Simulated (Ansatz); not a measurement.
Wires are cut from relaxed bulk Cu (Fm-3m, 11.96 Å³/atom, gap on the mesh 0.00 eV); atoms and period are relaxed, and energies count from that bulk.

The calculation used DFT PBE, scalar-relativistic, plane waves, PAW in Ansatz.

Cutoff 420 eV, Gaussian smearing of 0.05 eV, energies at zero smearing, symmetry of each start kept, no spin polarisation.

```json
{"start": "[111] wire, 14 host atoms a period", "atoms": "14", "k mesh": "1×1×9", "excess energy (eV per host atom)": "0.891", "line energy (eV/Å)": "2.043", "period (Å)": "6.104", "gap on the mesh (eV)": "0.06"}
{"start": "[111] wire, 21 host atoms a period", "atoms": "21", "k mesh": "1×1×9", "excess energy (eV per host atom)": "0.696", "line energy (eV/Å)": "2.328", "period (Å)": "6.280", "gap on the mesh (eV)": "0"}
```

The gap is read on a mesh, which can miss the band edges, so it can be too wide.

Gaps under about 0.2 eV rest on few k points and may close between them. Each run keeps its start's symmetry and one magnetic start, so lower states can exist.

Cost: 2 runs of about 91 core-minutes in all, on Arm Neoverse V2 (shared hosts).